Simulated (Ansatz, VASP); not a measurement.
# KI: VASP beside Ansatz

INCAR

```
SYSTEM = KI
PREC = Accurate
ENCUT = 520
EDIFF = 1E-6
ISMEAR = 0
SIGMA = 0.05
LREAL = .False.
LASPH = .True.
NELM = 60
ALGO = Normal
ISIF = 2
LWAVE = .False.
LCHARG = .False.
NBANDS = 15
```

Contents of KPOINTS:

```
Automatic mesh
0
Gamma
  6 6 6
  0 0 0
```

The input POSCAR:

```
KI
1.0
    0.0000000000      3.5597955000      3.5245500000
    3.5245500000      0.0000000000      3.5245500000
    3.5245500000      3.5597955000      0.0000000000
K I
1 1
Direct
    0.0000000000      0.0000000000      0.0000000000
    0.5000000000      0.5000000000      0.5000000000
```

Input for Ansatz:

```yaml
crystal:
  lattice:
    - [0.0, 3.5597955, 3.52455]
    - [3.52455, 0.0, 3.52455]
    - [3.52455, 3.5597955, 0.0]
  atoms:
    - { symbol: K, position: [0.0, 0.0, 0.0] }
    - { symbol: I, position: [0.5, 0.5, 0.5] }
basis:
  ecutwfc: 420
kpoints:
  mp_grid: { grid: [6, 6, 6] }
hamiltonian:
  xc: lda
scf:
  occupations: { method: gaussian, width: 0.05 }
output:
  forces: true
  stress: true
  eigenvalues: true
```

Change from the starting cell: strain +0.0100 x Voigt [0, 1, 0, 0, 0, 0], atoms carried along.

Alike in both runs: task single point; functional LDA; k mesh 6 × 6 × 6; occupations gaussian, width 0.05 eV; no spin polarisation.

```csv
,VASP,Ansatz
version,VASP 6.6.1,Ansatz 0.2.0
potentials or method,"VASP PAW LDA potentials, release 64 (K_sv, I)","scalar-relativistic, plane waves, PAW"
plane-wave cutoff (eV),520,420
valence electrons in the cell,16,26
```

```tsv
	VASP	Ansatz	Ansatz less VASP
gap on the k mesh at the Fermi level (eV)	3.61	3.60	-0.009
least direct gap on the mesh (eV)	3.61	3.60	-0.009
pressure (GPa)	-1.3	-1.3	-0.02
largest component of the traceless stress (GPa)	0.13	0.12	-0.003
```

The two sets of potentials don't hold the same shells in valence.

Caveats: spin-orbit coupling is left out, which moves the levels of the heavy elements.
